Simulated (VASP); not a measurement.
Runs of VASP 6.6.1 on MoSe2. It takes space group P6_3/mmc (No. 194, hexagonal). The conventional cell has a = 3.288 Å, b = 3.288 Å, c = 12.900 Å, α = 90.00°, β = 90.00°, γ = 120.00°. Around Mo (site symmetry -6m2) lie 6 Se at 2.49 Å. Around Se (site symmetry 3m) lie 3 Mo at 2.49 Å. 

| task | level | smearing | gap on the mesh (eV) | pressure (GPa) | largest force (eV/Å) |
| --- | --- | --- | --- | --- | --- |
| band structure | r2SCAN | fermi-dirac 0.05 eV | 0.95 | 7.1 | 0.93 |
| band structure | SCAN | fermi-dirac 0.05 eV | 0.98 | (a) | 0.82 |
| band structure | rSCAN | fermi-dirac 0.05 eV | 0.94 | 6.6 | 0.90 |
| single point | PBE | gaussian 0.012 eV | (b) | 8.3 | 1.15 |

Alike in all rows: potentials or basis VASP PAW PBE potentials, release 64 (Mo_sv, Se); no spin polarisation; cell as given; k mesh 9 × 9 × 2; cutoff (eV) 520.

Fill in the values left out.

(a) 5.5; (b) 0.88.

Caveats: the cell's inner coordinates are idealised or old, which leaves forces on the atoms; the PAW data sets were made with another functional, which shifts forces and pressure a little (some runs); an odd mesh through Γ misses points on the zone boundary, where band edges often lie (some runs); this functional lacks dispersion, which binds the layers, so the pressure and a relaxed spacing across them are unreliable (some runs).

A k mesh can miss the band edges, and the runs leave out spin-orbit coupling on Mo, Se.
